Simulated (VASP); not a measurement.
# Sc (P-1) in VASP: equation of state

How stiff is Sc in PBE, and what volume does it want? The cell is scaled to several volumes.

All numbers are computed with VASP 6.6.1; they aren't measurements. Logs are shortened: lines on timing, memory, paths and dates and some standing lists are left out, and cuts for length are marked.

**1. Starting point**

The typed cell holds 1 atom: a = 3.202 Å, b = 3.216 Å, c = 3.226 Å, α = 61.44°, β = 61.31°, γ = 62.16°.

This isn't the form of Sc at room conditions, which is hcp.

**2. Equation of state, PBE, 22.89 Å³/atom (volume scaled by 0.94)**

INCAR reads:

```
SYSTEM = Sc
PREC = Accurate ; ENCUT = 520
EDIFF = 1E-7 ; ISMEAR = -1
SIGMA = 0.05 ; LREAL = .FALSE.
LASPH = .TRUE. ; NELM = 60
ALGO = Normal ; ISIF = 2
LWAVE = .FALSE. ; LCHARG = .FALSE.
GGA = PE ; NBANDS = 12
```

KPOINTS reads:

```
regular mesh
0
G
  10 10 10
  0 0 0
```

POSCAR reads:

```
Sc
1.0
    3.1365971845      0.0000000000      0.0000000000
    1.4714439712      2.7860806271      0.0000000000
    1.5173726363      0.9075344187      2.6195907938
Sc
1
Direct
    0.0000000000      0.0000000000      0.0000000000
```

Potentials or basis: VASP PAW PBE potentials, release 64 (Sc_sv).

The run is started by

```
$ cat potpaw_PBE.64/Sc_sv/POTCAR > POTCAR
$ mpirun -np 1 vasp_std > vasp.out
```

OUTCAR:

```text
SYSTEM = Sc
   PREC = Accurate
   ENCUT = 520
   EDIFF = 1E-7
   ISMEAR = -1
   LREAL = .FALSE.
   LASPH = .TRUE.
   NELM = 60
   ISIF = 2
   GGA = PE

 ion  position               nearest neighbor table
   1  0.000  0.000  0.000-

  LATTYP: Found a triclinic cell.
 ALAT       =     5.4256863849
 B/A-ratio  =     0.5824933604
 C/A-ratio  =     0.5982217248
 COS(alpha) =     0.0001760715
 COS(beta)  =     0.3017446046
 COS(gamma) =     0.8601547047

  Lattice vectors:

 A1 = (  -2.9888166075,  -3.6936150458,  -2.6195907938)
 A2 = (  -1.5173726363,  -0.9075344187,  -2.6195907938)
 A3 = (   1.6651532133,  -2.7860806271,   0.0000000000)

Analysis of symmetry for initial positions (statically):
=====================================================================
 Subroutine PRICEL returns:
 Original cell was already a primitive cell.

 Routine SETGRP: Setting up the symmetry group for a
 triclinic supercell.

 Subroutine GETGRP returns: Found  2 space group operations
 (whereof  2 operations were pure point group operations)
 out of a pool of  2 trial point group operations.

The static configuration has the point symmetry S_2 .

Analysis of symmetry for dynamics (positions and initial velocities):
=====================================================================
 Subroutine PRICEL returns:
 Original cell was already a primitive cell.

 Routine SETGRP: Setting up the symmetry group for a
 triclinic supercell.

 Subroutine GETGRP returns: Found  2 space group operations
 (whereof  2 operations were pure point group operations)
 out of a pool of  2 trial point group operations.

The dynamic configuration has the point symmetry S_2 .

 Subroutine INISYM returns: Found  2 space group operations
 (whereof  2 operations are pure point group operations),
 and found     1 'primitive' translations

----------------------------------------------------------------------------------------

                                     Primitive cell

  volume of cell :      22.8921

  direct lattice vectors                    reciprocal lattice vectors
     3.136597184  0.000000000  0.000000000     0.318816839 -0.168380309 -0.126337680
     1.471443971  2.786080627  0.000000000     0.000000000  0.358927157 -0.124347188
     1.517372636  0.907534419  2.619590794     0.000000000  0.000000000  0.381739011

  length of vectors
     3.136597184  3.150776511  3.160426295     0.382043603  0.379856457  0.381739011

  position of ions in fractional coordinates (direct lattice)
     0.000000000  0.000000000  0.000000000

  ion indices of the primitive-cell ions
   primitive index   ion index
                 1           1

----------------------------------------------------------------------------------------

 KPOINTS: regular mesh

Automatic generation of k-mesh.
 Grid dimensions read from file:
 generate k-points for:   10   10   10

 Generating k-lattice:

  Cartesian coordinates                     Fractional coordinates (reciprocal lattice)
     0.031881684 -0.016838031 -0.012633768     0.100000000  0.000000000  0.000000000
     0.000000000  0.035892716 -0.012434719     0.000000000  0.100000000  0.000000000
     0.000000000  0.000000000  0.038173901     0.000000000  0.000000000  0.100000000

  Length of vectors
     0.038204360  0.037985646  0.038173901

  Shift w.r.t. Gamma in fractional coordinates (k-lattice)
     0.000000000  0.000000000  0.000000000

 Subroutine IBZKPT returns following result:
 ===========================================

 Found    504 irreducible k-points:

 Following reciprocal coordinates:
            Coordinates               Weight
  0.000000  0.000000  0.000000      1.000000
  0.100000 -0.000000  0.000000      2.000000
  0.200000 -0.000000  0.000000      2.000000
  0.300000  0.000000  0.000000      2.000000
  0.400000  0.000000  0.000000      2.000000
  0.500000 -0.000000  0.000000      1.000000
[... 42 lines left out ...]
  0.200000  0.500000  0.000000      2.000000
  0.300000  0.500000  0.000000      2.000000
 [... further k-points ...]
   k-points           NKPTS =    504   k-points in BZ     NKDIM =    504   number of bands    NBANDS=     12
   number of dos      NEDOS =    301   number of ions     NIONS =      1
   total plane-waves  NPLWV =  13824
   dimension x,y,z NGX =    24 NGY =   24 NGZ =   24
   dimension x,y,z NGXF=    48 NGYF=   48 NGZF=   48
   ions per type =               1
   NGX,Y,Z   is equivalent  to a cutoff of  12.72, 12.66, 12.62 a.u.
   NGXF,Y,Z  is equivalent  to a cutoff of  25.44, 25.33, 25.25 a.u.
 SYSTEM =  Sc
   PREC   = accura    normal or accurate (medium, high low for compatibility)
   ISTART =      0    job   : 0-new  1-cont  2-samecut
   ICHARG =      2    charge: 1-file 2-atom 10-const
   ISPIN  =      1    spin polarized calculation?
   LNONCOLLINEAR =      F non collinear calculations
   LSORBIT =      F    spin-orbit coupling
   LASPH  =      T    aspherical Exc in radial PAW
   ENCUT  =  520.0 eV  38.22 Ry    6.18 a.u.   5.83  5.86  5.88*2*pi/ulx,y,z
   NELM   =     60;   NELMIN=  2; NELMDL= -5     # of ELM steps
   EDIFF  = 0.1E-06   stopping-criterion for ELM
   LREAL  =      F    real-space projection
   EDIFFG = 0.1E-05   stopping-criterion for IOM
   NSW    =      0    number of steps for IOM
   IBRION =     -1    ionic relax: 0-MD 1-quasi-New 2-CG
   NFREE  =      0    steps in history (QN), initial steepest desc. (CG)
   ISIF   =      2    stress and relaxation
   ISYM   =      2    0-nonsym 1-usesym 2-fastsym
   POTIM  = 0.5000    time-step for ionic-motion
   TEBEG  =    0.0;   TEEND  =   0.0 temperature during run
   PSTRESS=    0.0 pullay stress
   NELECT =      11.0000    total number of electrons
   NUPDOWN=      -1.0000    fix difference up-down
   EMIN   =  10.00;   EMAX   =-10.00  energy-range for DOS
   EFERMI =   0.00;   METHOD = LEGACY
   ISMEAR =    -1;   SIGMA  =   0.05  broadening in eV -4-tet -1-fermi 0-gaus
   EFERMI_NEDOS =   21; number of points for ismear=-14 and -15
   IALGO  =     38    algorithm
   IMIX   =      4    mixing-type and parameters
     AMIX     =   0.40;   BMIX     =  1.00
     AMIX_MAG =   1.60;   BMIX_MAG =  1.00
  volume/ion in A,a.u.               =      22.89       154.48
  Fermi-wavevector in a.u.,A,eV,Ry     =   1.282263  2.423126 22.370676  1.644198
  Thomas-Fermi vector in A             =   2.414585
   LORBIT       =      0    0 simple, 1 ext, 2 COOP (PROOUT), +10 PAW based schemes
   GGA     = PE    functional components
   LHFCALC =     F    Hartree Fock is set to
   AEXX    =    0.0000 exact exchange contribution
   IVDW    =     0    specifies the selected vdW correction
   LEPSILON=     F    determine dielectric tensor
   LRPA    =     F    only Hartree local field effects (RPA)
 non-spin polarized calculation
  energy-cutoff  :      520.00
  volume of cell :       22.89
 maximum number of plane-waves:       629
   NGX = 11   NGY = 11   NGZ = 11

 number of electron      10.9999999 magnetization

 Free energy of the ion-electron system (eV)
  ---------------------------------------------------
  ext. energy  EPLUGINS =         0.00000000
  ---------------------------------------------------
  free energy    TOTEN  =        -6.17837894 eV

  energy without entropy =       -6.16215468  energy(sigma->0) =       -6.17026681

 E-fermi :   4.1844     XC(G=0): -10.1733

 val. band max:        4.1839775905   @ k =   0.4000  -0.4000   0.4000
 cond. band min:       4.1890046311   @ k =   0.0000   0.2000   0.4000
 fundamental gap:      0.0050270406
 Fermi energy:         4.1843912388

 k-point     1 :       0.0000    0.0000    0.0000
  band No.  band energies     occupation
      1     -45.0524      2.00000
      2     -23.4299      2.00000
      3     -23.4266      2.00000
      4     -23.4057      2.00000
      5      -1.1354      2.00000
      6       5.7021      0.00000
      7       5.7879      0.00000
      8       6.1014      0.00000
      9       7.3440      0.00000
     10       7.4573      0.00000
     11      17.0753      0.00000
     12      20.3719      0.00000

 k-point     2 :       0.1000   -0.0000    0.0000
  band No.  band energies     occupation
      1     -45.0449      2.00000
      2     -23.4739      2.00000
      3     -23.4345      2.00000
      4     -23.4153      2.00000
      5      -0.8694      2.00000
      6       5.5848      0.00000
      7       5.8393      0.00000
      8       6.1560      0.00000
      9       7.2890      0.00000
     10       7.3888      0.00000
     11      17.2950      0.00000
     12      18.9586      0.00000

 k-point     3 :       0.2000   -0.0000    0.0000
  band No.  band energies     occupation
      1     -45.0251      2.00000
      2     -23.6017      2.00000
      3     -23.4471      2.00000
      4     -23.4339      2.00000
      5      -0.1228      2.00000
      6       5.1633      0.00000
      7       5.9498      0.00000
      8       6.2794      0.00000
      9       7.3052      0.00000
     10       7.3558      0.00000
     11      16.2566      0.00000
     12      17.9629      0.00000
[... 526 lines left out ...]
 k-point    39 :       0.2000    0.4000    0.0000
  band No.  band energies     occupation
      1     -44.9758      2.00000
      2     -23.8011      2.00000
      3     -23.5473      2.00000
      4     -23.5148      2.00000
      5       1.9950      2.00000
      6       4.1688      1.15433
      7       5.4029      0.00000
      8       6.6784      0.00000
      9       7.9188      0.00000
     10       8.3237      0.00000
     11      13.4284      0.00000
     12      17.1060      0.00000

 k-point    40 :       0.3000    0.4000    0.0000
  band No.  band energies     occupation
      1     -44.9637      2.00000
      2     -23.8103      2.00000
      3     -23.5910      2.00000
      4     -23.5471      2.00000
      5       2.1963      2.00000
      6       3.8816      1.99533
      7       5.5413      0.00000
      8       7.4488      0.00000
      9       7.9357      0.00000
     10       8.3136      0.00000
     11      14.2127      0.00000
     12      15.9505      0.00000

 [... further k-points ...]

------------------------ aborting loop because EDIFF is reached ----------------------------------------

  FORCE on cell =-STRESS in cart. coord.  units (eV):
  Direction    XX          YY          ZZ          XY          YZ          ZX
  --------------------------------------------------------------------------------------
  -------------------------------------------------------------------------------------
  Total        0.7828636      0.5448221      0.5520763      0.1585136      0.0726423      0.0837930
  in kB       54.7912018     38.1311069     38.6388124     11.0940786      5.0841011      5.8645219
  external PRESSURE =      43.8537070 kB  Pullay stress =       0.0000000 kB

 VOLUME and BASIS-vectors are now :
 -----------------------------------------------------------------------------
  energy-cutoff  :      520.00
  volume of cell :       22.89
      direct lattice vectors                 reciprocal lattice vectors
     3.136597184  0.000000000  0.000000000     0.318816839 -0.168380309 -0.126337680
     1.471443971  2.786080627  0.000000000     0.000000000  0.358927157 -0.124347188
     1.517372636  0.907534419  2.619590794     0.000000000  0.000000000  0.381739011

 POSITION                                       TOTAL-FORCE (eV/Angst)
 -----------------------------------------------------------------------------------
      0.00000      0.00000      0.00000        -0.000000     -0.000000      0.000000
 -----------------------------------------------------------------------------------
    total drift:                                0.000000     -0.000000     -0.000000

  FREE ENERGIE OF THE ION-ELECTRON SYSTEM (eV)
  ---------------------------------------------------
  free  energy   TOTEN  =        -6.1783789372 eV

  energy  without entropy=       -6.1621546767  energy(sigma->0) =       -6.17026681
```

Wall time 66 s (1 thread of Intel Xeon Platinum 8488C (Sapphire Rapids), shared host); peak memory 0.24 GiB.

Results:

- Free energy: -6.1784 eV
- Pressure: 4.4 GPa
- Band gap on the k mesh: none (metal or under the smearing width)

**3. Equation of state, PBE, 23.38 Å³/atom (volume scaled by 0.96)**

INCAR reads:

```
SYSTEM = Sc
ALGO = Normal ; EDIFF = 1E-7
ENCUT = 520 ; GGA = PE
ISIF = 2 ; ISMEAR = -1
LASPH = .True. ; LCHARG = .False.
LREAL = .False. ; LWAVE = .False.
NBANDS = 12 ; NELM = 60
PREC = Accurate ; SIGMA = 0.05
```

KPOINTS reads:

```
k-points
0
Gamma
  10 10 10
  0 0 0
```

POSCAR reads:

```
Sc
1.0
    3.1586866249      0.0000000000      0.0000000000
    1.4818065941      2.8057015597      0.0000000000
    1.5280587111      0.9139257167      2.6380392241
Sc
1
Direct
    0.0000000000      0.0000000000      0.0000000000
```

Potentials or basis: VASP PAW PBE potentials, release 64 (Sc_sv).

The run is started by

```
$ cat potpaw_PBE.64/Sc_sv/POTCAR > POTCAR
$ mpirun -np 1 vasp_std > vasp.out
```

Run time: 58 s. Hardware: 1 thread of Intel Xeon Platinum 8488C (Sapphire Rapids), shared host; peak memory 0.25 GiB.

Results (log left out):

| Item | Value |
| --- | --- |
| Free energy | -6.1899 eV |
| Pressure | 3.1 GPa |
| Band gap on the k mesh | none (metal or under the smearing width) |

**4. Equation of state, PBE, 23.87 Å³/atom (volume scaled by 0.98)**

INCAR reads:

```
PREC     = Accurate       # precision mode
ENCUT    = 520            # plane-wave cutoff, eV
EDIFF    = 1E-7           # SCF threshold, eV
ISMEAR   = -1             # smearing method
SIGMA    = 0.05           # smearing width, eV
LREAL    = F              # projectors in reciprocal space
LASPH    = T              # aspherical terms in the spheres
NELM     = 80             # most SCF steps
ALGO     = Normal         # electronic algorithm
ISIF     = 2              # what is computed and relaxed
LWAVE    = F              # write WAVECAR
LCHARG   = F              # write CHGCAR
GGA      = PE             # functional
NBANDS   = 12             # bands
```

KPOINTS reads:

```
regular mesh
0
Gamma
  10 10 10
```

POSCAR reads:

```
Sc
1.0
    3.1804713590      0.0000000000      0.0000000000
    1.4920262729      2.8250518371      0.0000000000
    1.5385973801      0.9202288519      2.6562331730
Sc
1
Direct
    0.0000000000      0.0000000000      0.0000000000
```

The run is started by

```
$ cat potpaw_PBE.64/Sc_sv/POTCAR > POTCAR
$ mpirun -np 1 vasp_std > vasp.out
```

It took 60 s on 1 thread of Intel Xeon Platinum 8488C (Sapphire Rapids), shared host; peak memory 0.24 GiB.

The run converged. Its results:

```yaml
Free_energy: -6.1976 eV
Pressure: 1.9 GPa
Band_gap_on_the_k_mesh: none (metal or under the smearing width)
```

**5. Equation of state, PBE, 24.84 Å³/atom (volume scaled by 1.02)**

INCAR reads:

```
SYSTEM = Sc
  PREC = Accurate
  ENCUT = 520
  EDIFF = 1E-7
  ISMEAR = -1
  SIGMA = 0.05
  LREAL = .FALSE.
  LASPH = .TRUE.
  NELM = 60
  ALGO = Normal
  ISIF = 2
  LWAVE = .FALSE.
  LCHARG = .FALSE.
  GGA = PE
  NBANDS = 12
```

KPOINTS reads:

```
Automatic mesh
0
G
  10 10 10
  0 0 0
```

POSCAR reads:

```
Sc
1.0
    3.2231673444      0.0000000000      0.0000000000
    1.5120558612      2.8629765214      0.0000000000
    1.5592521586      0.9325823911      2.6918915646
Sc
1
Direct
    0.0000000000      0.0000000000      0.0000000000
```

The run is started by

```
$ cat potpaw_PBE.64/Sc_sv/POTCAR > POTCAR
$ mpirun -np 1 vasp_std > vasp.out
```

Wall time 64 s (1 thread of Intel Xeon Platinum 8488C (Sapphire Rapids), shared host); peak memory 0.25 GiB.

Results (log left out):

```
Free energy            : -6.2028 eV
Pressure               : -0.3 GPa
Band gap on the k mesh : none (metal or under the smearing width)
```

**6. Equation of state, PBE, 25.33 Å³/atom (volume scaled by 1.04)**

INCAR reads:

```
ALGO = Normal
EDIFF = 1E-7
ENCUT = 520
GGA = PE
ISIF = 2
ISMEAR = -1
LASPH = True
LCHARG = False
LREAL = False
LWAVE = False
NBANDS = 12
NELM = 80
PREC = Accurate
SIGMA = 0.05
```

KPOINTS reads:

```
k-points
0
Gamma
  10 10 10
```

POSCAR reads:

```
Sc
1.0
    3.2440975890      0.0000000000      0.0000000000
    1.5218746809      2.8815677989      0.0000000000
    1.5693774563      0.9386382906      2.7093718697
Sc
1
Direct
    0.0000000000      0.0000000000      0.0000000000
```

Potentials or basis: VASP PAW PBE potentials, release 64 (Sc_sv).

The run is started by

```
$ cat potpaw_PBE.64/Sc_sv/POTCAR > POTCAR
$ mpirun -np 1 vasp_std > vasp.out
```

Run time: 65 s. Hardware: 1 thread of Intel Xeon Platinum 8488C (Sapphire Rapids), shared host; peak memory 0.25 GiB.

It converged, with:

* Free energy: -6.2008 eV
* Pressure: -1.2 GPa
* Band gap on the k mesh: none (metal or under the smearing width)

**7. Equation of state, PBE, 25.81 Å³/atom (volume scaled by 1.06)**

INCAR reads:

```
SYSTEM = Sc
PREC     = Accurate       ! precision mode
ENCUT    = 520            ! plane-wave cutoff, eV
EDIFF    = 1E-7           ! SCF threshold, eV
ISMEAR   = -1             ! smearing method
SIGMA    = 0.05           ! smearing width, eV
LREAL    = .FALSE.        ! projectors in reciprocal space
LASPH    = .TRUE.         ! aspherical terms in the spheres
NELM     = 100            ! most SCF steps
ALGO     = Normal         ! electronic algorithm
ISIF     = 2              ! what is computed and relaxed
LWAVE    = .FALSE.        ! write WAVECAR
LCHARG   = .FALSE.        ! write CHGCAR
GGA      = PE             ! functional
NBANDS   = 12             ! bands
```

KPOINTS reads:

```
regular mesh
0
G
  10 10 10
  0 0 0
```

POSCAR reads:

```
Sc
1.0
    3.2647611881      0.0000000000      0.0000000000
    1.5315684116      2.8999222288      0.0000000000
    1.5793737606      0.9446170396      2.7266294807
Sc
1
Direct
    0.0000000000      0.0000000000      0.0000000000
```

The run is started by

```
$ cat potpaw_PBE.64/Sc_sv/POTCAR > POTCAR
$ mpirun -np 1 vasp_std > vasp.out
```

Run time: 63 s. Hardware: 1 thread of Intel Xeon Platinum 8488C (Sapphire Rapids), shared host; peak memory 0.25 GiB.

It converged, with:

* Free energy: -6.1960 eV
* Pressure: -2.1 GPa
* Band gap on the k mesh: none (metal or under the smearing width)

**8. Equation of state, PBE**

Potentials or basis: VASP PAW PBE potentials, release 64 (Sc_sv).

This step only gathers the single runs of the series.

What came out:

```
Equilibrium volume                        : 24.75 Å³/atom
Bulk modulus at fixed shape and positions : 51 GPa
Pressure derivative of the bulk modulus   : 3.1
```

Energy against volume, from the lowest point:
| volume (Å³/atom) | energy (meV/atom) |
| --- | --- |
| 22.892 | 24.42 |
| 23.379 | 12.89 |
| 23.866 | 5.17 |
| 24.353 | 0.97 |
| 24.840 | 0.00 |
| 25.327 | 2.02 |
| 25.815 | 6.81 |

Caveat: the cell was scaled at fixed shape and fractional positions, which overstates the stiffness of a crystal with free parameters, most of all of layers and chains.
